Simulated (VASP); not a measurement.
Wanted: the native input for a VASP 6.6.1 run.

```yaml
Task: relaxation of cell and atoms
Functional: PBE
Potentials_or_basis: VASP PAW PBE potentials, release 64 (Hf_pv, C)
Cutoff: 600 eV
k_mesh: 16 × 16 × 16
Occupations: gaussian, width 0.1 eV
Spin: no spin polarisation
Further_INCAR_settings: ALGO = Normal; EDIFF = 1e-07; IBRION = 2; EDIFFG = -0.005; NSW = 90; ISIF = 3
```

The structure of HfC lies in POSCAR:

```
HfC
1.0
    0.0000000000      2.3171388400      2.3171388400
    2.3171388400      0.0000000000      2.3171388400
    2.3171388400      2.3171388400      0.0000000000
Hf C
1 1
Direct
    0.0000000000      0.0000000000      0.0000000000
    0.5000000000      0.5000000000      0.5000000000
```

The cell is a database's computed one.

These files were run (other wordings do the same):

INCAR

```
SYSTEM = HfC
PREC = Accurate
ENCUT = 600
EDIFF = 1E-7
ISMEAR = 0
SIGMA = 0.1
LREAL = .False.
LASPH = .True.
NELM = 60
ALGO = Normal
ISIF = 3
LWAVE = .False.
LCHARG = .False.
GGA = PE
IBRION = 2
NSW = 90
EDIFFG = -0.005
```

KPOINTS

```
Automatic mesh
0
Gamma
  16 16 16
  0 0 0
```

Potentials or basis: VASP PAW PBE potentials, release 64 (Hf_pv, C).

Run with:

```sh
$ cat potpaw_PBE.64/Hf_pv/POTCAR potpaw_PBE.64/C/POTCAR > POTCAR
$ mpirun -np 1 vasp_std > vasp.out
```

It gave:

* Relaxed volume: 12.54 Å³/atom
* Relaxed cell: a = 3.286 Å, b = 3.286 Å, c = 3.286 Å, α = 60.00°, β = 60.00°, γ = 60.00°
* Space group after relaxing (to 0.05 Å): Fm-3m (No. 225)
* Energy gained by relaxing: 0.6 meV/atom
* Ionic steps: 3
* Pressure after relaxing: 0.0 GPa
* Band gap on the k mesh: none (metal or under the smearing width)

Wall time 83 s on 1 thread of AMD EPYC 9R14 (Zen 4), with other jobs on the host, peak memory 0.17 GiB.
